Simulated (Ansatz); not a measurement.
System: NaSrI3 (cubic perovskite) (Pm-3m).

The structure was built from a prototype and need not be the compound's stable phase.

```xyz
5
Lattice="6.3037 0.0000 0.0000 0.0000 6.3037 0.0000 0.0000 0.0000 6.3037" Properties=species:S:1:pos:R:3 pbc="T T T"
Na    0.0000    0.0000    0.0000
Sr    3.1518    3.1518    3.1518
I     3.1518    3.1518    0.0000
I     3.1518    0.0000    3.1518
I     0.0000    3.1518    3.1518
```

The structure was relaxed with PBEsol. The structure type comes from a generator and need not be one that this composition takes. The runs that relaxed it are not among those shown. Spin-orbit coupling is left out unless a run names it. PAW set soft_2, made with PBE.

Gaps computed with Ansatz 0.2.0 without a self-energy: PBEsol 2.43 eV, PBEsol+SOC 2.22 eV, r2SCAN 3.09 eV and PBE0 4.03 eV.

What gap should G0W0 on PBEsol give (2×2×2 mesh, 747 empty bands, screening to 120 eV, default PAW files)?

About 4.17 eV: on its mesh the run moves the gap from 2.42 eV by +1.75 eV. Among the scalar-relativistic levels given, PBE0 is nearest (−0.14 eV). Spin-orbit coupling is not in that value; its −0.21 eV at the PBEsol level would bring it to about 3.96 eV. Bands and cutoff are finite, so the gap is not at the basis limit. The miss can reach some tenths of an eV and take either sign; the mesh is an error of its own. The 2×2×2 mesh is coarse for this cell (its supercell is 13 Å along the shortest edge). The RPA ε∞ on it, from the PBEsol start, is 3.25; such meshes misread the long-range screening, most where the gap is narrow. This is the ideal cubic cell; many perovskites, halides above all, are cubic only on average, and local tilts or off-centring can widen the gap. The many-body steps are scalar-relativistic: spin-orbit coupling is not in them.

[Paths, hosts, dates, memory and timing lines, banners, echoed tables and standing remarks are left out of the program output.]

[Logs are printed without paths, hosts, clocks, repeated set-up lines and the standing remarks that a program may print on its own settings, such as how far it seeks lower states.]

[Runs of the session that timed out or met a known fault of the program may be left out.]

[Cells called generated may have been cut or substituted from an entry of the Crystallography Open Database or the Materials Project.]

[Hosts, paths, dates, database ids (printed as entryN), source tags and the programs' standing remarks are cut or masked in the printed files.]
